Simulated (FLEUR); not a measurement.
# Fe (c factor at fixed volume 0.94 on the database's cell): from one collinear state to anisotropy

Wanted: anisotropy for Fe (c factor at fixed volume 0.94 on the database's cell), with the cost of each step.

Main program and level: FLEUR MaX-R8.1; PBE; all-electron FLAPW, Dirac cores, scalar-relativistic bands.

This is not the structure that Fe takes at ambient pressure and room temperature (bcc); it is a model or a phase of other conditions.

The database entry behind the starting cell differs from later determinations by our own check (an axis about 0.7 % long against later determinations), so it need not match the best structure at ambient conditions.

## 1. Set-up

It takes space group I4/mmm (No. 139, tetragonal). The conventional cell has a = 2.977 Å, b = 2.977 Å, c = 2.713 Å, α = 90.00°, β = 90.00°, γ = 90.00°. Nearest to Fe lie 10 Fe at 2.50 to 2.71 Å.

As a file:

```cif
data_structure
_symmetry_space_group_name_H-M 'I4/mmm'
_symmetry_Int_Tables_number 139
_cell_length_a 2.9767
_cell_length_b 2.9767
_cell_length_c 2.7128
_cell_angle_alpha 90.000
_cell_angle_beta 90.000
_cell_angle_gamma 90.000
_cell_volume 24.04
loop_
_atom_site_label
_atom_site_type_symbol
_atom_site_symmetry_multiplicity
_atom_site_Wyckoff_symbol
_atom_site_fract_x
_atom_site_fract_y
_atom_site_fract_z
_atom_site_occupancy
Fe1 Fe 2 a 0.00000 0.00000 0.00000 1
```

The cell is strained on purpose: c factor at fixed volume 0.94 on the database's cell.

## 2. The magnetic state

The force theorems are single passes in this state's potential, so it has to be converged first.

No symmetry is used, so that later steps may turn the spins freely; k and −k are joined. inpgen writes inp.xml from crystal.txt; cutoffs, mixing, functional, smearing and local orbitals are then set in the file. The k list scf (kpts.xml, not shown) is a Γ-centred 14×14×14 mesh; where the ranks do not divide the number of points, some are split in two of half the weight.

inp.xml

```
<?xml version="1.0" encoding="UTF-8" standalone="no"?>
<fleurInput fleurInputVersion="0.39">
   <comment>
      Fe
   </comment>
   <calculationSetup>
      <cutoffs Kmax="3.6" Gmax="10.8" GmaxXC="10.8" numbands="0"/>
      <scfLoop itmax="110" minDistance="0.00002" maxIterBroyd="15" imix="Anderson" alpha="0.05" precondParam="0.0" spinf="2.0" sdNocoIR="T"/>
      <coreElectrons ctail="F" frcor="F" kcrel="0" coretail_lmax="0"/>
      <xcFunctional name="pbe" relativisticCorrections="F"/>
      <magnetism jspins="2" l_noco="F" l_ss="F">
         <qss>0.0 0.0 0.0</qss>
         <mtNocoParams l_mperp="F" l_mtNocoPot="F" l_relaxSQA="F" mag_mixing_scheme="0" mix_RelaxWeightOffD="1.0" l_constrained="F" mix_constr="1.0"/>
         <sourceFreeMag l_sourceFree="F" l_scaleMag="F" mag_scale="1.0"/>
      </magnetism>
      <soc l_soc="F" theta="0.0" phi="0.0" spav="F"/>
      <expertModes spex="0" secvar="F"/>
      <geometryOptimization l_f="F" forcealpha="1.0" forcemix="BFGS" epsdisp="0.00001" epsforce="0.00001"/>
      <ldaU l_linMix="F" mixParam="0.05" spinf="1.0"/>
   </calculationSetup>
   <cell>
      <bzIntegration valenceElectrons="16.0" mode="hist" fermiSmearingEnergy="0.00183747">
         <kPointListSelection listName="scf"/>
         <xi:include xmlns:xi="http://www.w3.org/2001/XInclude" href="kpts.xml"> </xi:include>
      </bzIntegration>
      <xi:include xmlns:xi="http://www.w3.org/2001/XInclude" href="sym.xml"> </xi:include>
      <bulkLattice scale="1.0">
         <bravaisMatrix>
            <row-1>   -2.8125566054516313     2.8125566054516313     2.5632623099299319</row-1>
            <row-2>    2.8125566054516313    -2.8125566054516313     2.5632623099299319</row-2>
            <row-3>    2.8125566054516313     2.8125566054516313    -2.5632623099299319</row-3>
         </bravaisMatrix>
      </bulkLattice>
   </cell>
   <atomSpecies>
      <species name="Iron (Fe) 2.800" element="Fe" atomicNumber="26">
         <mtSphere radius="2.31" gridPoints="763" logIncrement="0.016"/>
         <atomicCutoffs lmax="8" lnonsphr="6"/>
         <electronConfig flipSpins="F">
            <coreConfig>(1s1/2) (2s1/2) (2p1/2) (2p3/2)</coreConfig>
            <valenceConfig>(3s1/2) (3p1/2) (3p3/2) (4s1/2) (3d3/2) (3d5/2)</valenceConfig>
            <stateOccupation state="(3d3/2)" spinUp="1.4" spinDown="1.0"/>
            <stateOccupation state="(3d5/2)" spinUp="3.0" spinDown="0.6"/>
         </electronConfig>
         <energyParameters s="4" p="4" d="3" f="4"/>
         <lo type="SCLO" l="0" n="3" eDeriv="0"/>
         <lo type="SCLO" l="1" n="3" eDeriv="0"/>
      </species>
   </atomSpecies>
   <atomGroups>
      <atomGroup species="Iron (Fe) 2.800">
         <relPos label="                   1">.0000000000 .0000000000 .0000000000</relPos>
         <force calculate="T" relaxXYZ="TTT"/>
         <nocoParams  alpha="0.0" beta="0.0"/>
      </atomGroup>
   </atomGroups>
   <output dos="F" band="F" slice="F">
      <bandDOS minEnergy="-.5*Htr" maxEnergy="0.5*Htr" sigma="0.015" storeEVData="T"/>
      <plotting iplot="0" polar="F">
         <plot TwoD="T" vec1="  1.0  0.0  0.0" vec2="  0.0  1.0  0.0" vec3="  0.0  0.0  1.0" zero="  0.0  0.0  0.0" file="plot"/>
      </plotting>
      <moessbauerParams electricFieldGradient="F" isomerShift="F" coreHyperfine="F" valenceHyperfine="F"/>
   </output>
</fleurInput>
```

crystal.txt

```
Fe
&input film=F cartesian=F /
-1.48834086000  1.48834086000  1.35642000000
1.48834086000  -1.48834086000  1.35642000000
1.48834086000  1.48834086000  -1.35642000000
1.8897261246
1.0 1.0 1.0

1
26 0.00000000000  0.00000000000  0.00000000000 : 2.800

&kpt div1=14 div2=14 div3=14 gamma=T /
```

The run is started by

```sh
$ OMP_NUM_THREADS=1 inpgen -f crystal.txt -nosym -noco > inpgen.log  # inp.xml is then edited as shown
$ OMP_NUM_THREADS=1 mpirun -n 4 fleur_MPI > fleur.log
```

What it wrote:

```text
Welcome to FLEUR        (www.flapw.de)
      MaX-Release 8.1          (www.max-centre.eu)

 ========== k-point set info ==========
 Selected k-point list: scf
 k-point list type: mesh
 0 x 0 x 0
 Number of k points: 1376

 ------------Calculation Setup---------------------------
 Number of MPI-tasks      :            4
 Number of PE/node        :            4
 Number of OMP-threads    :            1
 k-points in parallel     :            4
 pe's per k-point         :            1
 No of k-point loops      :          344
 Eigenvalue solver        :       lapack
 Number of basis functions:           77
 Approximate size of matrices (H+S) per k-point:         0.000 GB
 --------------------------------------------------------
 Complex matrix made real
 Complex matrix made real
 Iteration:     1   Distance:      11.01306877 me/bohr^3
 Iteration:     2   Distance:       9.14745560 me/bohr^3
 Iteration:     3   Distance:       6.07952561 me/bohr^3
 Iteration:     4   Distance:       3.55251378 me/bohr^3
 Iteration:     5   Distance:       1.41946117 me/bohr^3
 Iteration:     6   Distance:       1.11908536 me/bohr^3
 Iteration:     7   Distance:       0.89826111 me/bohr^3
 Iteration:     8   Distance:       0.60714394 me/bohr^3
 Iteration:     9   Distance:       0.29950650 me/bohr^3
 Iteration:    10   Distance:       0.40570181 me/bohr^3
 Iteration:    11   Distance:       0.05903302 me/bohr^3
 Iteration:    12   Distance:       0.01441299 me/bohr^3
 Iteration:    13   Distance:       0.02063372 me/bohr^3
 Iteration:    14   Distance:       0.01872474 me/bohr^3
 Iteration:    15   Distance:       0.00808459 me/bohr^3
 Iteration:    16   Distance:       0.00787143 me/bohr^3
 Iteration:    17   Distance:       0.00242091 me/bohr^3
 Iteration:    18   Distance:       0.00080736 me/bohr^3
 Iteration:    19   Distance:       0.00014845 me/bohr^3
 Iteration:    20   Distance:       0.00025380 me/bohr^3
 Iteration:    21   Distance:       0.00003511 me/bohr^3
 Iteration:    22   Distance:       0.00000683 me/bohr^3

 ********************************************************************
 Run finished successfully
 Stop message:
   all done
 ********************************************************************

--- out.xml (last complete iteration) ---
<iteration numberForCurrentRun="   22" overallNumber="   22">
         <energyParameters units="Htr">
            <atomicEP atomType="1" spin="1" branch="4s" branchLowest="-2.89" branchHighest="1.83" value="0.1995522784"/>
            <atomicEP atomType="1" spin="1" branch="4p" branchLowest="-1.63" branchHighest="2.40" value="0.3328445644"/>
            <atomicEP atomType="1" spin="1" branch="3d" branchLowest="-9.99" branchHighest="0.38" value="0.2573937441"/>
            <atomicEP atomType="1" spin="1" branch="4f" branchLowest="-9.99" branchHighest="3.46" value="0.6464290545"/>
            <loAtomicEP atomType="1" spin="1" branch="3s" branchLowest="-29.54" branchHighest="-2.89" value="-2.9014096588"/>
            <loAtomicEP atomType="1" spin="1" branch="3p" branchLowest="-25.07" branchHighest="-1.63" value="-1.6538167658"/>
            <atomicEP atomType="1" spin="2" branch="4s" branchLowest="-2.79" branchHighest="1.90" value="0.1940534597"/>
            <atomicEP atomType="1" spin="2" branch="4p" branchLowest="-1.53" branchHighest="2.47" value="0.3206949359"/>
            <atomicEP atomType="1" spin="2" branch="3d" branchLowest="-9.99" branchHighest="0.48" value="0.3281276698"/>
            <atomicEP atomType="1" spin="2" branch="4f" branchLowest="-9.99" branchHighest="3.53" value="0.6292906818"/>
            <loAtomicEP atomType="1" spin="2" branch="3s" branchLowest="-29.49" branchHighest="-2.79" value="-2.7980926437"/>
            <loAtomicEP atomType="1" spin="2" branch="3p" branchLowest="-25.04" branchHighest="-1.53" value="-1.5531188874"/>
         </energyParameters>
         <bandgap value="0.0000000000" units="eV"/>
         <sumValenceSingleParticleEnergies value="-13.2744151122" units="Htr"/>
         <FermiEnergy value="0.3330028496" units="Htr"/>
         <valenceDensity>
            <mtCharges spin="1">
               <mtCharge atomType="1" total="8.6469090" s="1.1929506" p="3.1672086" d="4.2682851" f="0.0139226"/>
            </mtCharges>
            <mtCharges spin="2">
               <mtCharge atomType="1" total="6.2480970" s="1.2006180" p="3.2089033" d="1.8258289" f="0.0102619"/>
            </mtCharges>
            <spinDependentCharge spin="1" total="9.1684312" interstitial="0.5215222" mtSpheres="8.6469090"/>
            <spinDependentCharge spin="2" total="6.8315688" interstitial="0.5834718" mtSpheres="6.2480970"/>
            <totalCharge value="16.0000000000"/>
         </valenceDensity>
         <coreStates atomType="     1" atomicNumber=" 26" spin="1" kinEnergy="    574.6309352589" eigValSum="   -361.3252805016" lostElectrons=" 0.000000">
            <state n="1" l="0" j="0.5" energy="-256.5513366083" weight="1.0000000000"/>
            <state n="2" l="0" j="0.5" energy="-29.5388530450" weight="1.0000000000"/>
            <state n="2" l="1" j="0.5" energy="-25.3838237436" weight="1.0000000000"/>
            <state n="2" l="1" j="1.5" energy="-24.9256335523" weight="2.0000000000"/>
         </coreStates>
         <coreStates atomType="     1" atomicNumber=" 26" spin="2" kinEnergy="    575.1018260624" eigValSum="   -361.1762888704" lostElectrons=" 0.000000">
            <state n="1" l="0" j="0.5" energy="-256.5518188385" weight="1.0000000000"/>
            <state n="2" l="0" j="0.5" energy="-29.4930587304" weight="1.0000000000"/>
            <state n="2" l="1" j="0.5" energy="-25.3499370616" weight="1.0000000000"/>
            <state n="2" l="1" j="1.5" energy="-24.8907371199" weight="2.0000000000"/>
         </coreStates>
         <allElectronCharges>
            <spinDependentCharge spin="1" total="14.1684312" interstitial="0.5215222" mtSpheres="13.6469090"/>
            <spinDependentCharge spin="2" total="11.8315688" interstitial="0.5834718" mtSpheres="11.2480970"/>
            <totalCharge value="26.0000000001"/>
         </allElectronCharges>
         <magneticMomentsInMTSpheres units="muBohr">
            <globalMagMoment atomType="1" vec="0.00000   0.00000   2.39881"/>
            <localMagMoment atomType="1" vec="0.00000   0.00000   2.39881"/>
         </magneticMomentsInMTSpheres>
         <moessbauerParams unitsHFF="kG" unitsIS="e/bohr^3" unitsEFG="Htr/bohr^2">
         </moessbauerParams>
         <totalEnergy value="    -1272.8017886330" units="Htr">
            <sumOfEigenvalues value="     -735.7759844842">
               <coreElectrons value="-722.5015693720"/>
               <valenceElectrons value="-13.2744151122"/>
            </sumOfEigenvalues>
            <densityCoulombPotentialIntegral value="-1953.3695463835"/>
            <densityEffectivePotentialIntegral value="-2025.9802789815"/>
            <chargeDenXCDenIntegral value="-55.9394433436"/>
            <FockExchangeEnergyValence value="0.0000000000"/>
            <FockExchangeEnergyCore value="0.0000000000"/>
            <atomTypeDependentContributions atomType="1">
               <electronNucleiInteractionDifferentMTs value="1520.0151843169"/>
               <MadelungTerm value="-10.3666822780"/>
            </atomTypeDependentContributions>
            <tkbTimesEntropy value="0.0003210253"/>
            <freeEnergy value="-1272.8021096583"/>
            <extrapolationTo0K value="-1272.8019491456"/>
         </totalEnergy>
         <densityConvergence units="me/bohr^3">
            <chargeDensity spin="1" distance="0.0000048017"/>
            <chargeDensity spin="2" distance="0.0000044436"/>
            <overallChargeDensity distance="0.0000068347"/>
            <spinDensity distance="0.0000062363"/>
         </densityConvergence>
      </iteration>
```

Wall time 74 s (4 MPI ranks of Arm Neoverse V2, shared host); peak memory 0.36 GiB; 4.9 min of CPU time.

Numbers from this step:

* free energy: -34634.7098 eV
* program's band gap on this mesh (in a metal only a level spacing): 0 eV
* magnetization: 2.337 μB
* final state: ferromagnetic
* largest moment: 2.399 μB

After 22 cycles the largest moment stands at 2.40 μB.

## 3. Energy against the direction of the moments, rung 1

Anisotropy is a small difference, so it is taken from sums over occupied states at a frozen potential, where most errors cancel.

One pass with spin–orbit coupling for each direction, from the saved density. Inversion lets half of the mesh serve, which the program's warning doesn't know. The k list mae (kpts.xml, not shown) is a Γ-centred 19×19×19 mesh.

inp.xml: that of step 2 with these lines changed.

```diff
@@ -6,4 +6,4 @@
    <calculationSetup>
-      <cutoffs Kmax="3.6" Gmax="10.8" GmaxXC="10.8" numbands="0"/>
-      <scfLoop itmax="110" minDistance="0.00002" maxIterBroyd="15" imix="Anderson" alpha="0.05" precondParam="0.0" spinf="2.0" sdNocoIR="T"/>
+      <cutoffs Kmax="3.6" Gmax="10.8" GmaxXC="10.8" numbands="36"/>
+      <scfLoop itmax="1" minDistance="0.00002" maxIterBroyd="15" imix="Anderson" alpha="0.05" precondParam="0.0" spinf="2.0" sdNocoIR="T"/>
       <coreElectrons ctail="F" frcor="F" kcrel="0" coretail_lmax="0"/>
@@ -15,3 +15,3 @@
       </magnetism>
-      <soc l_soc="F" theta="0.0" phi="0.0" spav="F"/>
+      <soc l_soc="T" theta="0.0" phi="0.0" spav="F"/>
       <expertModes spex="0" secvar="F"/>
@@ -22,3 +22,3 @@
       <bzIntegration valenceElectrons="16.0" mode="hist" fermiSmearingEnergy="0.00183747">
-         <kPointListSelection listName="scf"/>
+         <kPointListSelection listName="mae"/>
          <xi:include xmlns:xi="http://www.w3.org/2001/XInclude" href="kpts.xml"> </xi:include>
@@ -63,2 +63,5 @@
    </output>
+   <forceTheorem>
+      <MAE theta="0.0 1.5707963 1.5707963 0.7853982" phi="0.0 0.0 0.7853982 0.0"/>
+   </forceTheorem>
 </fleurInput>
```

The run is started by

```sh
$ OMP_NUM_THREADS=1 mpirun -n 4 fleur_MPI -warn_only > fleur.log
```

What it wrote:

```text
[banner, memory and clock lines left out]
Welcome to FLEUR        (www.flapw.de)
      MaX-Release 8.1          (www.max-centre.eu)
************FLEUR-Warning*****************
Error message: k-point set is not compatible to missing time-reversal symmetry in calculation.
Error occurred in subroutine: gen_bz
Error from PE:0/4
Other PEs with error messages:
     1-k-point set is not compatible to missing time-reversal symmetry in calculation.
     2-k-point set is not compatible to missing time-reversal symmetry in calculation.
     3-k-point set is not compatible to missing time-reversal symmetry in calculation.
*****************************************

 ========== k-point set info ==========
 Selected k-point list: mae
 k-point list type: mesh
 0 x 0 x 0
 Number of k points: 3432

************FLEUR-Warning*****************
Error message: k-point set is not compatible to missing time-reversal symmetry in calculation.
Error occurred in subroutine: gen_bz
Error from PE:3/4
*****************************************
 [... set-up left out ...]
 ********************************************************************
 Run finished successfully
 Stop message:
   Forcetheorem MAE
 ********************************************************************

--- out.xml (force theorem) ---
<Forcetheorem_MAE Angles="4" units="Htr">
            <Angle theta="0.0000000" phi="0.0000000" ev-sum="-13.274973081"/>
            <Angle theta="1.5707963" phi="0.0000000" ev-sum="-13.274974862"/>
            <Angle theta="1.5707963" phi="0.7853982" ev-sum="-13.274974860"/>
            <Angle theta="0.7853982" phi="0.0000000" ev-sum="-13.274973960"/>
         </Forcetheorem_MAE>
```

Wall time 40 s (4 MPI ranks); peak memory 0.86 GiB; 2.6 min of CPU time.

Anisotropy energies, by row:

```
                              axis       x       y       z  band energy less the first axis' (meV a cell)
                             [001]       0       0       1                                              0
                             [100]       1       0       0                                       -0.04846
                             [110]  0.7071  0.7071       0                                       -0.04841
45 degrees from [001] toward [100]  0.7071       0  0.7071                                       -0.02392
```

Indices are those of the standard conventional cell; x, y, z give the same directions in the axes of the input.

## 4. Energy against the direction of the moments, rung 2

A second rung shows how far the first can be trusted.

The k list mae (kpts.xml, not shown) is a Γ-centred 28×28×28 mesh.

inp.xml is that of step 3.

What it wrote:

```text
[banner, memory and clock lines left out]
Welcome to FLEUR        (www.flapw.de)
      MaX-Release 8.1          (www.max-centre.eu)
************FLEUR-Warning*****************
Error message: k-point set is not compatible to missing time-reversal symmetry in calculation.
Error occurred in subroutine: gen_bz
Error from PE:0/4
*****************************************

 ========== k-point set info ==========
 Selected k-point list: mae
 k-point list type: mesh
 0 x 0 x 0
 Number of k points: 10980

 [... set-up left out ...]
 ********************************************************************
 Run finished successfully
 Stop message:
   Forcetheorem MAE
 ********************************************************************

--- out.xml (force theorem) ---
<Forcetheorem_MAE Angles="4" units="Htr">
            <Angle theta="0.0000000" phi="0.0000000" ev-sum="-13.274978852"/>
            <Angle theta="1.5707963" phi="0.0000000" ev-sum="-13.274980352"/>
            <Angle theta="1.5707963" phi="0.7853982" ev-sum="-13.274980344"/>
            <Angle theta="0.7853982" phi="0.0000000" ev-sum="-13.274979589"/>
         </Forcetheorem_MAE>
```

The job ended after 2.1 min (4 MPI ranks; peak memory 2.4 GiB).

Anisotropy energies, by row:

```
                              axis       x       y       z  band energy less the first axis' (meV a cell)
                             [001]       0       0       1                                              0
                             [100]       1       0       0                                       -0.04082
                             [110]  0.7071  0.7071       0                                        -0.0406
45 degrees from [001] toward [100]  0.7071       0  0.7071                                       -0.02005
```

(Continued in part 2 of 2.)

[Logs and program files are shortened in this print: banners, set-up blocks, solver, clock and traceback lines can be left out without a mark of their own.]

[Logs are printed without paths, hosts, clocks, repeated set-up lines and the standing remarks that a program may print on its own settings, such as how far it seeks lower states.]

[Hosts, paths, dates, database ids (printed as entryN), source tags and the programs' standing remarks are cut or masked in the printed files.]

[Where a cell is said to come from a database of computed structures, the database is the Materials Project.]
